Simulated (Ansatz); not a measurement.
# Si2W: a vibration from a frozen displacement

The calculation used Ansatz, DFT PBEsol, scalar-relativistic, plane waves, PAW. The runs took a 420 eV cutoff, a Γ-centred 10×10×6 mesh and Gaussian smearing (0.15 eV). Spin–orbit coupling is left out, which matters for the heavy elements here. No spin polarisation. Energies are free energies at this smearing, counted from the undisturbed cell; pressure is positive in compression.

The undisturbed cell (relaxed at this level):

```xyz
12
Lattice="3.2025 -3.2025 0.0000 -3.2025 -3.2025 0.0000 0.0000 0.0000 -7.8157" Properties=species:S:1:pos:R:3 pbc="T T T"
Si   -1.6012   -1.6012   -1.2935
Si    0.0000   -3.2025   -5.2014
Si    1.6012   -1.6012   -1.2935
Si    0.0000    0.0000   -5.2014
Si   -1.6012   -1.6012   -6.5222
Si    0.0000   -3.2025   -2.6144
Si    1.6012   -1.6012   -6.5222
Si    0.0000    0.0000   -2.6144
W     0.0000    0.0000    0.0000
W     1.6012   -1.6012   -3.9079
W     0.0000   -3.2025    0.0000
W    -1.6012   -1.6012   -3.9079
```

Atom 9 (W) is moved by x along the Cartesian unit vector (0.000, 0.000, 1.000); the cell and all other atoms stay fixed. The cell's volume is 160.32 Å³; the moved atoms weigh 183.840 u together and the others 776.200 u.

| x (Å) | ΔE (meV/cell) | total force on the moved atoms along the move (eV/Å) | pressure (GPa) |
| --- | --- | --- | --- |
| -0.1000 | 99.54 | 2.0033 | 0.3637 |
| -0.0600 | 35.70 | 1.1922 | 0.1453 |
| 0.0000 | 0.00 | 0.0000 | 0.0212 |
| 0.0400 | 15.85 | -0.7932 | 0.0765 |
| 0.0800 | 63.57 | -1.5950 | 0.2412 |

Problem. What frequency belongs to this motion?

Solution. The force constant is k = −dF/dx = 19.846 eV/Å², from the parabola through x = -0.0600, 0 and 0.0400. In every cell the moved atoms swing against the rest, so the mass is μ = m₁m₂/(m₁ + m₂) = 148.636 u, and ν̃ = 521.5 cm⁻¹ × √(|k|/μ) = 191 cm⁻¹. The pattern needn't be a normal mode: ν̃² is then a weighted mean of the squared nonzero frequencies at the zone centre of this cell, so it lies between the lowest and the highest of them.

Problem. How far does the harmonic law reach?

Solution. At x = -0.100 Å, kx²/2 = 99.23 meV against the computed 99.54 meV (+0.3 %): the well is still close to harmonic there.

In a metal these slopes depend on the k mesh and the smearing.